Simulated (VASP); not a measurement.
Input of a VASP 6.6.1 run:

Contents of INCAR:

```
PREC     = Accurate       # precision mode
ENCUT    = 500            # plane-wave cutoff, eV
EDIFF    = 1E-7           # SCF threshold, eV
ISMEAR   = -1             # smearing method
SIGMA    = 0.05           # smearing width, eV
LREAL    = False          # projectors in reciprocal space
LASPH    = True           # aspherical terms in the spheres
NELM     = 80             # most SCF steps
ALGO     = Normal         # electronic algorithm
ISIF     = 2              # what is computed and relaxed
LWAVE    = False          # write WAVECAR
LCHARG   = False          # write CHGCAR
GGA      = PE             # functional
```

Contents of KPOINTS:

```
Automatic mesh
0
Gamma
  10 10 10
```

Contents of POSCAR:

```
SiC
1.0
    0.0000000000      2.1790000000      2.1790000000
    2.1790000000      0.0000000000      2.1790000000
    2.1790000000      2.1790000000      0.0000000000
Si C
1 1
Direct
    0.0000000000      0.0000000000      0.0000000000
    0.7500000000      0.7500000000      0.7500000000
```

KPOINTS_OPT

```
path GXWKGLUWLK,UX
20
line-mode
reciprocal
 0.0000000000  0.0000000000  0.0000000000  G
 0.5000000000  0.0000000000  0.5000000000  X

 0.5000000000  0.0000000000  0.5000000000  X
 0.5000000000  0.2500000000  0.7500000000  W

 0.5000000000  0.2500000000  0.7500000000  W
 0.3750000000  0.3750000000  0.7500000000  K

 0.3750000000  0.3750000000  0.7500000000  K
 0.0000000000  0.0000000000  0.0000000000  G

 0.0000000000  0.0000000000  0.0000000000  G
 0.5000000000  0.5000000000  0.5000000000  L

 0.5000000000  0.5000000000  0.5000000000  L
 0.6250000000  0.2500000000  0.6250000000  U

 0.6250000000  0.2500000000  0.6250000000  U
 0.5000000000  0.2500000000  0.7500000000  W

 0.5000000000  0.2500000000  0.7500000000  W
 0.5000000000  0.5000000000  0.5000000000  L

 0.5000000000  0.5000000000  0.5000000000  L
 0.3750000000  0.3750000000  0.7500000000  K

 0.6250000000  0.2500000000  0.6250000000  U
 0.5000000000  0.0000000000  0.5000000000  X
```

Potentials or basis: VASP PAW PBE potentials, release 54 (Si, C).

Run with:

```sh
$ cat potpaw_PBE.54/Si/POTCAR potpaw_PBE.54/C/POTCAR > POTCAR
$ mpirun -np 1 vasp_std > vasp.out
```

(1) Predict the band gap on the k mesh.

(2) Predict the band gap along the path.

(3) Predict the pressure.

## Answers

(1) 1.36 eV, indirect (least direct gap 4.54 eV).

(2) 1.36 eV, indirect (least direct gap 4.54 eV).

(3) 3.2 GPa.

**The experiment to reproduce.**

“Insight into the structural, elastic and electronic properties of a new orthorhombic 6O-SiC polytype”, 2020, pmc:7200658 quotes, for a bulk crystal of SiC: band gap 2.4 eV (indirect).

A measured gap of SiC is 2.4 eV (indirect; quoted in “Insight into the structural, elastic and electronic properties of a new orthorhombic 6O-SiC polytype”, 2020, pmc:7200658); the calculated 1.36 eV misses it by -1.04 eV. The value is that of PBE, without temperature or zero-point motion. Semilocal functionals fall short of measured gaps as a rule.
